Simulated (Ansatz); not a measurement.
Antifluorite Mg2Si (r2SCAN geometry), in Ansatz:

```cif
data_structure
_symmetry_space_group_name_H-M 'Fm-3m'
_symmetry_Int_Tables_number 225
_cell_length_a 6.3379
_cell_length_b 6.3379
_cell_length_c 6.3379
_cell_angle_alpha 90.000
_cell_angle_beta 90.000
_cell_angle_gamma 90.000
_cell_volume 254.59
loop_
_atom_site_label
_atom_site_type_symbol
_atom_site_symmetry_multiplicity
_atom_site_Wyckoff_symbol
_atom_site_fract_x
_atom_site_fract_y
_atom_site_fract_z
_atom_site_occupancy
Si1 Si 4 a 0.00000 0.00000 0.00000 1
Mg1 Mg 8 c 0.25000 0.75000 0.75000 1
```

G0W0@PBE with 349 empty bands, a screening cutoff of 180 eV and a 4×4×4 mesh (PAW, contour deformation) gives 0.538 eV over the mesh points, from a PBE gap of 0.165 eV; it sums over 361 bands with 339 plane waves in the screening and a wave cutoff of 420 eV. G0W0 values are finite-basis, finite-mesh values. The values are computed, spin-unpolarised, and not measurements.

(1) Estimate the gap with empty bands 144, screening cutoff 100 eV.

(2) Another run gave a Kohn-Sham gap of 0.165 eV and a G0W0 gap of 0.557 eV, summing over 689 bands with 609 plane waves in the screening and a wave cutoff of 420 eV. What was changed?

## Answers

(1) 0.474 eV (-0.064 eV), from a Kohn-Sham gap of 0.165 eV.

(2) Empty bands 677, screening cutoff 260 eV. The counts of bands and plane waves show it.
